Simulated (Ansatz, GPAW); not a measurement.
# Geometry or basis: what sets the conductance of methoxybenzenedithiol between two Pt chains, part 4 of 4

Wanted: T(E) of methoxybenzenedithiol between two Pt chains at a relaxed geometry in two programs, beside the unrelaxed structure.

GPAW 26.7.0 and Ansatz 0.2.0; Ansatz plane waves; relaxation of the junction with the lead ends held; PAW set soft_1 (the session's first sound run).

So far, transmission at the Fermi level (one spin): step 3 (plane waves, PBE) 0.426; step 4 (GPAW, dzp, PBE, GPAW) 0.379; step 5 (single-zeta polarised basis, PBE, GPAW) 0.322; step 6 (minimal basis, PBE, GPAW) 0.338; step 7 (LDA in the dzp basis: xc = "LDA") 0.359.

**8. The structure as built: geometry = "as built" (continued)**

Level of this step: GPAW LCAO, PAW setups; Landauer transmission from Green's functions with principal layers (ASE), zero bias (GPAW).

One spin. Transmission, zone mean against energy, zero at the Fermi level:

| energy (eV) | transmission, zone mean |
| --- | --- |
| -2.000 | 0.991 |
| -1.800 | 0.898 |
| -1.600 | 0.279 |
| -1.400 | 0.774 |
| -1.300 | 0.919 |
| -1.200 | 0.624 |
| -1.000 | 0.429 |
| -0.800 | 0.809 |
| -0.600 | 1.01 |
| -0.425 | 1.01 |
| -0.400 | 1.00 |
| -0.200 | 0.829 |
| -0.075 | 1.00 |
| 0.000 | 0.925 |
| 0.200 | 0.519 |
| 0.400 | 0.218 |
| 0.600 | 0.0790 |
| 0.800 | 7.8e-4 |
| 1.000 | 4.5e-5 |
| 1.200 | 2.6e-4 |
| 1.400 | 3.7e-4 |
| 1.600 | 3.9e-4 |
| 1.800 | 3.8e-4 |
| 2.000 | 3.5e-4 |

The conductance, 0.911 G₀, lies 121 % above that of the dzp run.

**9. All levels side by side**

Times are wall times on the hardware named with each run. Results by setting:

```csv
no.,run,conductance (G₀),time,memory (GiB)
1,pw PBE,0.4490,2.7 h,6.7
2,dzp,0.4119,9 min,3.0
3,szp,0.3521,5.6 min,2.9
4,sz,0.3699,4.2 min,2.8
5,dzp LDA,0.3965,8.3 min,3.0
6,asbuilt,0.9109,9.4 min,3.0
```

**10. Comparison**

The curves are compared point by point over the common energies.

This step: comparison of transmission and cost over codes, levels and geometry; PAW set soft_1 (GPAW 26.7.0).

Ladder, by row:

```csv
step,code,T at the Fermi level (sum over the listed spins),conductance (G0),r.m.s. T(E) from the first,wall time (s),peak memory (GiB),threads
pw-pbe,Ansatz,0.4259,0.449,0,9749,6.65,4
dzp,GPAW,0.3787,0.4119,0.09859,541,3.03,1
szp,GPAW,0.3224,0.3521,0.2598,335.7,2.92,1
sz,GPAW,0.338,0.3699,0.3142,253.2,2.81,1
dzp-LDA,GPAW,0.3594,0.3965,0.1041,500.5,3.03,1
asbuilt,GPAW,0.9246,0.9109,0.2544,564.4,3.04,1
```

Table of transmission, zone mean, sum over the listed spins by energy, zero at the Fermi level:

```
energy (eV)   pw-pbe      dzp      szp       sz  dzp-LDA  asbuilt
     -2.000    0.918    0.903    0.463   0.0272    0.885    0.991
     -1.900    0.845    0.840    0.212    0.147    0.825    0.955
     -1.800    0.723    0.739  0.00707    0.530    0.737    0.898
     -1.700    0.539    0.571    0.372    0.723    0.594    0.497
     -1.600    0.319    0.316    0.681    0.762    0.375    0.279
     -1.500   0.0882   0.0470    0.698    0.725   0.0915    0.596
     -1.400   0.0680    0.198    0.592    0.625   0.0991    0.774
     -1.300    0.441    0.619    0.446    0.496    0.572    0.919
     -1.200    0.155    0.361    0.233    0.313    0.455    0.624
     -1.100    0.154    0.152    0.115    0.142    0.170    0.473
     -1.000    0.303    0.144    0.102   0.0867    0.138    0.429
     -0.900    0.522    0.276    0.202   0.0995    0.251    0.607
     -0.800    0.617    0.407    0.354    0.144    0.372    0.809
     -0.700    0.650    0.566    0.578    0.227    0.518    0.953
     -0.600    0.966    0.710    0.756    0.389    0.686     1.01
     -0.525    0.970    0.943    0.996    0.755    0.902     1.01
     -0.500    0.949    0.994    0.985    0.910    0.972     1.00
     -0.400     1.00    0.889    0.858    0.921    0.878     1.00
     -0.300    0.867    0.984    0.990    0.971    0.963    0.711
     -0.200    0.990    0.927    0.984    0.983    0.902    0.829
     -0.175    0.995    0.977    0.993    0.997    0.957    0.898
     -0.100    0.773    0.821    0.674    0.686    0.845     1.00
      0.000    0.426    0.379    0.322    0.338    0.359    0.925
      0.100    0.291    0.241    0.248    0.305    0.215    0.726
      0.200    0.284    0.249    0.348    0.644    0.211    0.519
      0.250    0.334    0.316    0.565    0.991    0.259    0.428
      0.300    0.463    0.491    0.974    0.436    0.391    0.345
      0.375    0.950    0.985    0.303   0.0757    0.967    0.245
      0.400    0.965    0.751    0.165   0.0466    0.888    0.218
      0.500    0.142   0.0821   0.0231  0.00888   0.0914    0.134
      0.600   0.0248   0.0141  0.00406  0.00170   0.0146   0.0790
      0.700  0.00541  0.00161   1.5e-5   1.4e-4  0.00153   0.0328
      0.800   1.8e-5   7.5e-6   1.7e-5   6.5e-5   9.3e-6   7.8e-4
      0.900   1.8e-6   1.3e-6   1.9e-5   3.9e-5   2.2e-6   1.8e-5
      1.000   2.3e-8   2.0e-8   2.0e-5   2.6e-5   2.7e-7   4.5e-5
      1.100   3.9e-7   2.8e-7   2.1e-5   1.8e-5   2.2e-8   1.6e-4
      1.200   1.5e-6   1.2e-6   2.3e-5   1.3e-5   5.2e-7   2.6e-4
      1.300   3.0e-6   2.5e-6   2.4e-5   9.3e-6   1.4e-6   3.3e-4
      1.400   4.7e-6   4.2e-6   2.6e-5   6.8e-6   2.7e-6   3.7e-4
      1.500   6.7e-6   6.2e-6   2.9e-5   4.9e-6   4.4e-6   3.9e-4
      1.600   9.1e-6   8.6e-6   3.2e-5   3.5e-6   6.5e-6   3.9e-4
      1.700   1.2e-5   1.2e-5   3.6e-5   2.4e-6   9.3e-6   3.9e-4
      1.800   1.6e-5   1.6e-5   4.1e-5   1.5e-6   1.3e-5   3.8e-4
      1.900   2.1e-5   2.1e-5   4.8e-5   8.1e-7   1.8e-5   3.6e-4
      2.000   2.7e-5   2.9e-5   5.7e-5   3.2e-7   2.6e-5   3.5e-4
```

**11. What came out**

| Property | Result |
| --- | --- |
| conductance | 0.412 G₀ |
| transmission at the Fermi level, mean of the spins | 0.379 |
| thermopower | 47.9 μV/K |

What this shows: In the dzp basis the junction conducts 0.412 G₀ at 300 K, with T = 0.379 a spin at the Fermi level; no smaller basis tried comes within 10 % of that conductance. Relaxation moved atoms by up to 1.0 Å and took the conductance from 0.911 to 0.412 G₀, as a ratio a larger change than the step from dzp to the minimal basis. Plane waves (PBE) give T = 0.426 there. At the Fermi level one eigenchannel carries the current (0.38). The positive thermopower says that the thermally weighted transmission is larger below the Fermi level, as for hole-like transport. Measured against the first run (pw-pbe), the nearest curve is that of dzp (r.m.s. 0.099) and the farthest that of sz (0.31). Over the compared runs wall time goes from 253 s (sz) to 9749 s (pw-pbe), on a shared host; the plane-wave run used 4 threads and the orbital runs 1. The leads kept an estimated spacing and the cell its length, so the junction may be under some tension or compression. The run had no spin polarisation, so a magnetic state, which chains and small molecules with open shells often have, wasn't tested. Spin-orbit coupling is left out, which matters for the heavy atoms here. Semilocal functionals put molecular levels too near the Fermi level, so such conductances usually come out too high, and chain electrodes have a sharper density of states than real ones. An evenly spaced straight chain is an idealisation: free chains tend to dimerise, zigzag or, where a band edge lies near the Fermi level, turn magnetic. The currents use the zero-bias T(E) throughout, which holds only while the bias is small against the distance to the nearest feature.

[Logs are printed without paths, hosts, clocks, repeated set-up lines and the standing remarks that a program may print on its own settings, such as how far it seeks lower states.]

[Hosts, paths, dates, database ids (printed as entryN), source tags and the programs' standing remarks are cut or masked in the printed files.]
